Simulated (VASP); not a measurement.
# KMgF3 (P1) in VASP: density of states with BLYP

Aim: the density of states of KMgF3 with BLYP.

Program: VASP 6.6.1. These are calculated values, not measurements. Logs are shortened: lines on timing, memory, paths and dates and some standing lists are left out, and cuts for length are marked.

## Step 1: Starting point

The typed cell holds 5 atoms: a = 3.986 Å, b = 3.986 Å, c = 3.978 Å, α = 90.01°, β = 90.11°, γ = 90.00°.

The cell was built by a generator and needn't be a form met in nature.

## Step 2: Density of states, BLYP

Contents of POSCAR:

```
KMgF3
1.0
    3.9855804500      0.0001412200     -0.0038189900
    0.0001412200      3.9862014300     -0.0005178100
   -0.0038189900     -0.0005178100      3.9780146000
K Mg F
1 1 3
Direct
    0.5036320000      0.4531320000      0.5304470000
    0.9949800000      0.9445700000      0.9671130000
    0.4587930000      0.9958790000      0.0172650000
    0.9752300000      0.4618980000      0.9900630000
    0.9818730000      0.9882340000      0.5096000000
```

Contents of INCAR.step1:

```
SYSTEM = KMgF3
AGGAC = 1.0 ; AGGAX = 1.0
ALDAC = 0.0 ; ALDAX = 1.0
ALGO = Fast ; EDIFF = 1E-6
ENCUT = 520 ; GGA = B5
ISIF = 2 ; ISMEAR = 1
LASPH = .True. ; LCHARG = .True.
LREAL = .False. ; LWAVE = .False.
NBANDS = 24 ; NELM = 100
PREC = Accurate ; SIGMA = 0.0141
```

Contents of KPOINTS.step1:

```
Automatic mesh
0
Gamma
  5 5 5
  0.5 0.5 0
```

Contents of INCAR.step2:

```
SYSTEM = KMgF3
AGGAC = 1.0 ; AGGAX = 1.0
ALDAC = 0.0 ; ALDAX = 1.0
ALGO = Fast ; EDIFF = 1E-6
ENCUT = 520 ; GGA = B5
ICHARG = 11 ; ISIF = 2
ISMEAR = -5 ; LASPH = .True.
LCHARG = .False. ; LORBIT = 11
LREAL = .False. ; LWAVE = .False.
NBANDS = 24 ; NEDOS = 2001
NELM = 100 ; PREC = Accurate
SIGMA = 0.0141
```

Contents of KPOINTS.step2:

```
k-points
0
Gamma
  8 8 8
  0 0 0
```

Potentials or basis: VASP PAW PBE potentials, release 64 (K_sv, Mg, F).

On the command line:

```sh
$ cat potpaw_PBE.64/K_sv/POTCAR potpaw_PBE.64/Mg/POTCAR potpaw_PBE.64/F/POTCAR > POTCAR
$ cp INCAR.step1 INCAR
$ cp KPOINTS.step1 KPOINTS
$ mpirun -np 1 vasp_std > vasp.out
$ cp INCAR.step2 INCAR
$ cp KPOINTS.step2 KPOINTS
$ mpirun -np 1 vasp_std > vasp.out
```

OUTCAR:

```text
SYSTEM = KMgF3
   EDIFF = 1E-6
   ENCUT = 520
   GGA = B5
   ICHARG = 11
   ISIF = 2
   ISMEAR = -5
   LASPH = .True.
   LORBIT = 11
   LREAL = .False.
   NELM = 100
   PREC = Accurate

 ion  position               nearest neighbor table
   1  0.504  0.453  0.530-   4 2.62   5 2.66   3 2.67   3 2.74   5 2.79   4 2.79   2 3.27   2 3.31
                             2 3.31   2 3.35   2 3.57   2 3.60   2 3.60   2 3.64
   2  0.995  0.945  0.967-   5 1.83   3 1.87   4 1.93   4 2.07   3 2.16   5 2.17   1 3.27   1 3.31
                             1 3.31   1 3.35   1 3.57   1 3.60   1 3.60   1 3.64
   3  0.459  0.996  0.017-   2 1.87   2 2.16   1 2.67   1 2.74
   4  0.975  0.462  0.990-   2 1.93   2 2.07   1 2.62   1 2.79
   5  0.982  0.988  0.510-   2 1.83   2 2.17   1 2.66   1 2.79

  LATTYP: Found a triclinic cell.
 ALAT       =     3.9780164669
 B/A-ratio  =     1.0019019065
 C/A-ratio  =     1.0020575579
 COS(alpha) =     0.0000709844
 COS(beta)  =     0.0002601024
 COS(gamma) =     0.0019182287

  Lattice vectors:

 A1 = (  -0.0038189900,  -0.0005178100,   3.9780146000)
 A2 = (  -3.9855804500,  -0.0001412200,   0.0038189900)
 A3 = (  -0.0001412200,  -3.9862014300,   0.0005178100)

Analysis of symmetry for initial positions (statically):
=====================================================================
 Subroutine PRICEL returns:
 Original cell was already a primitive cell.

 Routine SETGRP: Setting up the symmetry group for a
 triclinic supercell.

 Subroutine GETGRP returns: Found  1 space group operations
 (whereof  1 operations were pure point group operations)
 out of a pool of  2 trial point group operations.

The static configuration has the point symmetry C_1 .

Analysis of symmetry for dynamics (positions and initial velocities):
=====================================================================
 Subroutine PRICEL returns:
 Original cell was already a primitive cell.

 Routine SETGRP: Setting up the symmetry group for a
 triclinic supercell.

 Subroutine GETGRP returns: Found  1 space group operations
 (whereof  1 operations were pure point group operations)
 out of a pool of  2 trial point group operations.

The dynamic configuration has the point symmetry C_1 .

 Subroutine INISYM returns: Found  1 space group operations
 (whereof  1 operations are pure point group operations),
 and found     1 'primitive' translations

----------------------------------------------------------------------------------------

                                     Primitive cell

  volume of cell :      63.2000

  direct lattice vectors                    reciprocal lattice vectors
     3.985580450  0.000141220 -0.003818990     0.250904714 -0.000008858  0.000240873
     0.000141220  3.986201430 -0.000517810    -0.000008858  0.250865400  0.000032646
    -0.003818990 -0.000517810  3.978014600     0.000240873  0.000032646  0.251381917

  length of vectors
     3.985582282  3.986201466  3.978016467     0.250904829  0.250865403  0.251382035

  position of ions in fractional coordinates (direct lattice)
     0.503632000  0.453132000  0.530447000
     0.994980000  0.944570000  0.967113000
     0.458793000  0.995879000  0.017265000
     0.975230000  0.461898000  0.990063000
     0.981873000  0.988234000  0.509600000

  ion indices of the primitive-cell ions
   primitive index   ion index
                 1           1
                 2           2
                 3           3
                 4           4
                 5           5

----------------------------------------------------------------------------------------

 KPOINTS: k-points

Automatic generation of k-mesh.
 Grid dimensions read from file:
 generate k-points for:    8    8    8

 Generating k-lattice:

  Cartesian coordinates                     Fractional coordinates (reciprocal lattice)
     0.031363089 -0.000001107  0.000030109     0.125000000 -0.000000000  0.000000000
    -0.000001107  0.031358175  0.000004081    -0.000000000  0.125000000  0.000000000
     0.000030109  0.000004081  0.031422740     0.000000000  0.000000000  0.125000000

  Length of vectors
     0.031363104  0.031358175  0.031422754

  Shift w.r.t. Gamma in fractional coordinates (k-lattice)
     0.000000000  0.000000000  0.000000000

 TETIRR: Found   1536 inequivalent tetrahedra from     3072

 Subroutine IBZKPT returns following result:
 ===========================================

 Found    260 irreducible k-points:

 Following reciprocal coordinates:
            Coordinates               Weight
  0.000000  0.000000  0.000000      1.000000
  0.125000  0.000000  0.000000      2.000000
  0.250000  0.000000  0.000000      2.000000
  0.375000  0.000000  0.000000      2.000000
  0.500000  0.000000  0.000000      1.000000
  0.000000  0.125000  0.000000      2.000000
[... 16 lines left out ...]
  0.125000  0.375000  0.000000      2.000000
  0.250000  0.375000  0.000000      2.000000
 [... further k-points ...]
   k-points           NKPTS =    260   k-points in BZ     NKDIM =    260   number of bands    NBANDS=     24
   number of dos      NEDOS =   2001   number of ions     NIONS =      5
   total plane-waves  NPLWV =  27000
   dimension x,y,z NGX =    30 NGY =   30 NGZ =   30
   dimension x,y,z NGXF=    60 NGYF=   60 NGZF=   60
   ions per type =               1   1   3
   NGX,Y,Z   is equivalent  to a cutoff of  12.51, 12.51, 12.54 a.u.
   NGXF,Y,Z  is equivalent  to a cutoff of  25.03, 25.02, 25.07 a.u.
 SYSTEM =  KMgF3
   PREC   = accura    normal or accurate (medium, high low for compatibility)
   ISTART =      0    job   : 0-new  1-cont  2-samecut
   ICHARG =     11    charge: 1-file 2-atom 10-const
   ISPIN  =      1    spin polarized calculation?
   LNONCOLLINEAR =      F non collinear calculations
   LSORBIT =      F    spin-orbit coupling
   LASPH  =      T    aspherical Exc in radial PAW
   ENCUT  =  520.0 eV  38.22 Ry    6.18 a.u.   7.41  7.41  7.40*2*pi/ulx,y,z
   NELM   =    100;   NELMIN=  2; NELMDL=  0     # of ELM steps
   EDIFF  = 0.1E-05   stopping-criterion for ELM
   LREAL  =      F    real-space projection
   EDIFFG = 0.1E-04   stopping-criterion for IOM
   NSW    =      0    number of steps for IOM
   IBRION =     -1    ionic relax: 0-MD 1-quasi-New 2-CG
   NFREE  =      0    steps in history (QN), initial steepest desc. (CG)
   ISIF   =      2    stress and relaxation
   ISYM   =      2    0-nonsym 1-usesym 2-fastsym
   POTIM  = 0.5000    time-step for ionic-motion
   TEBEG  =    0.0;   TEEND  =   0.0 temperature during run
   PSTRESS=    0.0 pullay stress
   NELECT =      32.0000    total number of electrons
   NUPDOWN=      -1.0000    fix difference up-down
   EMIN   =  10.00;   EMAX   =-10.00  energy-range for DOS
   EFERMI =   0.00;   METHOD = LEGACY
   ISMEAR =    -5;   SIGMA  =   0.01  broadening in eV -4-tet -1-fermi 0-gaus
   EFERMI_NEDOS =   21; number of points for ismear=-14 and -15
   IALGO  =     68    algorithm
   IMIX   =      4    mixing-type and parameters
     AMIX     =   0.40;   BMIX     =  1.00
     AMIX_MAG =   1.60;   BMIX_MAG =  1.00
  volume/ion in A,a.u.               =      12.64        85.30
  Fermi-wavevector in a.u.,A,eV,Ry     =   1.304826  2.465763 23.164879  1.702571
  Thomas-Fermi vector in A             =   2.435736
   LORBIT       =     11    0 simple, 1 ext, 2 COOP (PROOUT), +10 PAW based schemes
   GGA     = B5    functional components
   LHFCALC =     F    Hartree Fock is set to
   AEXX    =    0.0000 exact exchange contribution
   IVDW    =     0    specifies the selected vdW correction
   LEPSILON=     F    determine dielectric tensor
   LRPA    =     F    only Hartree local field effects (RPA)
 non-spin polarized calculation
 RMM-DIIS sequential band-by-band and
 Fermi weights with tetrahedron method with Bloechl corrections
  energy-cutoff  :      520.00
  volume of cell :       63.20
 maximum number of plane-waves:      1743
 NGX is ok and might be reduce to    30

 number of electron      32.0000014 magnetization

 Free energy of the ion-electron system (eV)
  ---------------------------------------------------
  ext. energy  EPLUGINS =         0.00000000
  ---------------------------------------------------
  free energy    TOTEN  =       -23.47337765 eV

  energy without entropy =      -23.47337765  energy(sigma->0) =      -23.47337765

 E-fermi :  -1.4070     XC(G=0):  -9.4352

 val. band max:       -1.4247246960   @ k =   0.5000   0.5000   0.5000
 cond. band min:       5.9521306018   @ k =   0.0000   0.0000   0.0000
 fundamental gap:      7.3768552978
 Fermi energy:        -1.4069984422

 k-point     1 :       0.0000    0.0000    0.0000
  band No.  band energies     occupation
      1     -26.9470      2.00000
      2     -21.4300      2.00000
      3     -20.7890      2.00000
      4     -20.7341      2.00000
      5     -10.5229      2.00000
      6     -10.5146      2.00000
[... 16 lines left out ...]
     23      12.3395      0.00000
     24      15.5299      0.00000

 k-point     2 :       0.1250    0.0000    0.0000
  band No.  band energies     occupation
      1     -26.9426      2.00000
      2     -21.4158      2.00000
      3     -20.7893      2.00000
      4     -20.7519      2.00000
      5     -10.5184      2.00000
      6     -10.5085      2.00000
[... 16 lines left out ...]
     23      12.3529      0.00000
     24      15.5160      0.00000

 k-point     3 :       0.2500    0.0000    0.0000
  band No.  band energies     occupation
      1     -26.9317      2.00000
      2     -21.3780      2.00000
      3     -20.8140      2.00000
      4     -20.7751      2.00000
      5     -10.5074      2.00000
      6     -10.4917      2.00000
[... 16 lines left out ...]
     23      12.3488      0.00000
     24      15.3351      0.00000

 k-point     4 :       0.3750    0.0000    0.0000
  band No.  band energies     occupation
      1     -26.9208      2.00000
      2     -21.3333      2.00000
      3     -20.8700      2.00000
      4     -20.7751      2.00000
      5     -10.4958      2.00000
      6     -10.4741      2.00000
[... 16 lines left out ...]
     23      12.5277      0.00000
     24      14.7816      0.00000

 k-point     5 :       0.5000    0.0000    0.0000
  band No.  band energies     occupation
      1     -26.9163      2.00000
      2     -21.3114      2.00000
      3     -20.8970      2.00000
      4     -20.7735      2.00000
      5     -10.4908      2.00000
      6     -10.4667      2.00000
[... 451 lines left out ...]
 k-point    22 :       0.0000    0.3750    0.0000
  band No.  band energies     occupation
      1     -26.9222      2.00000
      2     -21.3131      2.00000
      3     -20.9073      2.00000
      4     -20.7500      2.00000
      5     -10.5079      2.00000
      6     -10.4725      2.00000
[... 16 lines left out ...]
     23      12.5791      0.00000
     24      14.5547      0.00000

 k-point    23 :       0.1250    0.3750    0.0000
  band No.  band energies     occupation
      1     -26.9188      2.00000
      2     -21.2943      2.00000
      3     -20.9087      2.00000
      4     -20.7653      2.00000
      5     -10.5292      2.00000
      6     -10.4782      2.00000
[... 16 lines left out ...]
     23      12.6309      0.00000
     24      14.4781      0.00000

 k-point    24 :       0.2500    0.3750    0.0000
  band No.  band energies     occupation
      1     -26.9105      2.00000
      2     -21.2428      2.00000
      3     -20.9121      2.00000
      4     -20.8082      2.00000
      5     -10.5637      2.00000
      6     -10.5038      2.00000
[... 16 lines left out ...]
     23      12.7644      0.00000
     24      13.9925      0.00000

 [... further k-points ...]

------------------------ aborting loop because EDIFF is reached ----------------------------------------

  FORCE on cell =-STRESS in cart. coord.  units (eV):
  Direction    XX          YY          ZZ          XY          YZ          ZX
  --------------------------------------------------------------------------------------
  -------------------------------------------------------------------------------------
  Total        3.0161639      2.2801016      3.6170652      0.0928239     -0.2595801      0.4643961
  in kB       76.4625417     57.8026838     91.6959457      2.3531713     -6.5805944     11.7728695
  external PRESSURE =      75.3203904 kB  Pullay stress =       0.0000000 kB

 VOLUME and BASIS-vectors are now :
 -----------------------------------------------------------------------------
  energy-cutoff  :      520.00
  volume of cell :       63.20
      direct lattice vectors                 reciprocal lattice vectors
     3.985580450  0.000141220 -0.003818990     0.250904714 -0.000008858  0.000240873
     0.000141220  3.986201430 -0.000517810    -0.000008858  0.250865400  0.000032646
    -0.003818990 -0.000517810  3.978014600     0.000240873  0.000032646  0.251381917

 POSITION                                       TOTAL-FORCE (eV/Angst)
 -----------------------------------------------------------------------------------
      2.00530      1.80607      2.10797        -0.246783      0.134767     -0.496487
      3.96201      3.76489      3.84290        -0.987606      0.687168      1.897591
      1.82863      3.96983      0.06641         1.378754     -0.497242     -0.091851
      3.88314      1.84084      3.93452        -0.021661      0.067991      0.163666
      3.91153      3.93917      2.02293        -0.122703     -0.392684     -1.472920
 -----------------------------------------------------------------------------------
    total drift:                               -0.000567     -0.002383      0.000084

  FREE ENERGIE OF THE ION-ELECTRON SYSTEM (eV)
  ---------------------------------------------------
  free  energy   TOTEN  =       -23.4733776477 eV

  energy  without entropy=      -23.4733776477  energy(sigma->0) =      -23.47337765

 total charge

# of ion       s       p       d       tot
------------------------------------------
    1        1.954   5.564   0.031   7.549
    2        0.134   0.174   0.090   0.399
    3        1.723   4.414   0.000   6.137
    4        1.722   4.414   0.000   6.136
    5        1.723   4.421   0.000   6.144
--------------------------------------------------
tot          7.257  18.987   0.121  26.365
```

Wall time 2.4 min (1 thread of Intel Xeon 6975P-C (Granite Rapids), shared host); peak memory 0.45 GiB.

Results:

```
Valence electrons inside the program's atomic spheres : K 7.55; Mg 0.40; F 6.14
```

States per cell in windows of 1 eV (zero at the valence-band top; states under -8 eV left out):
```csv
from (eV),total,F5_p,F3_p,F4_p,Mg2_p,K1_p,Mg2_s
-8.0,0.00,0.00,0.00,0.00,0.00,0.00,0.00
-7.0,0.00,0.00,0.00,0.00,0.00,0.00,0.00
-6.0,0.00,0.00,0.00,0.00,0.00,0.00,0.00
-5.0,0.00,0.00,0.00,0.00,0.00,0.00,0.00
-4.0,0.70,0.15,0.13,0.15,0.01,0.00,0.05
-3.0,2.66,0.62,0.55,0.62,0.07,0.01,0.05
-2.0,6.90,1.75,1.59,1.58,0.06,0.09,0.01
-1.0,7.84,1.91,2.16,2.07,0.01,0.04,0.00
0.0,0.00,0.00,0.00,0.00,0.00,0.00,0.00
1.0,0.00,0.00,0.00,0.00,0.00,0.00,0.00
2.0,0.00,0.00,0.00,0.00,0.00,0.00,0.00
3.0,0.00,0.00,0.00,0.00,0.00,0.00,0.00
4.0,0.00,0.00,0.00,0.00,0.00,0.00,0.00
5.0,0.00,0.00,0.00,0.00,0.00,0.00,0.00
6.0,0.00,0.00,0.00,0.00,0.00,0.00,0.00
7.0,0.05,0.00,0.00,0.00,0.00,0.00,0.00
```

Caveat: the PAW data sets were made with another functional, which shifts forces and pressure a little.
